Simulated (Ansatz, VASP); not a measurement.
Ti in VASP and in Ansatz

```
Ti
1.0
     0.00000    1.94461    1.94461
     1.94461    0.00000    1.94461
     1.94461    1.94461    0.00000
Ti
1
Direct
  0.00000 0.00000 0.00000
```

Alike in both runs: task single point; functional PBEsol; k mesh 22 × 22 × 22; occupations fermi-dirac, width 0.1 eV; no spin polarisation.

|  | VASP | Ansatz |
| --- | --- | --- |
| version | VASP 6.6.1 | Ansatz 0.2.0 |
| potentials or method | VASP PAW PBE potentials, release 64 (Ti_sv) | plane waves (420 eV) with PAW, scalar-relativistic |
| plane-wave cutoff (eV) | 520 | 420 |
| valence electrons in the cell | 12 | 12 |

VASP gave:

| Property | Result |
| --- | --- |
| pressure (GPa) | 17.6 |

Task: What did Ansatz give for the same quantities?

Result: Pressure (GPa): 18.1.

Ansatz warned: «pseudo_functional_mismatch».

Caveats: so large a pressure means that the cell lies far from this level's equilibrium, or that cutoff or potentials fall short (VASP); the potentials were made for another functional, which shifts forces and pressure (VASP).
